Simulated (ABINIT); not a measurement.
CaO:

```
CELL_PARAMETERS angstrom
0.00000 2.40356 2.40356
2.40356 0.00000 2.40356
2.40356 2.40356 0.00000
ATOMIC_POSITIONS crystal
Ca 0.00000 0.00000 0.00000
O 0.50000 0.50000 0.50000
```

The cell is a database's computed one.

Base run:

| Quantity | Value |
| --- | --- |
| Program | ABINIT 10.8.3 (patched build) |
| Functional | SOGGA |
| Potentials or basis | JTH PAW PBE v2.0 |
| Cutoff | 626 eV |
| k mesh | 10 × 10 × 10 |
| Occupations | fermi-dirac, width 0.05 eV |
| Spin | no spin polarisation |

Its results: band gap on the k mesh 3.51 eV, indirect (least direct gap 3.89 eV); pressure -3.2 GPa.

Question: The run is repeated on the same cell with these changes: functional from SOGGA to PBEsol. What comes out?

Answer: Band gap on the k mesh 3.55 eV, indirect (least direct gap 3.93 eV); pressure -2.8 GPa.

Caveats: the PAW data sets were made with another functional, which shifts forces and pressure a little.
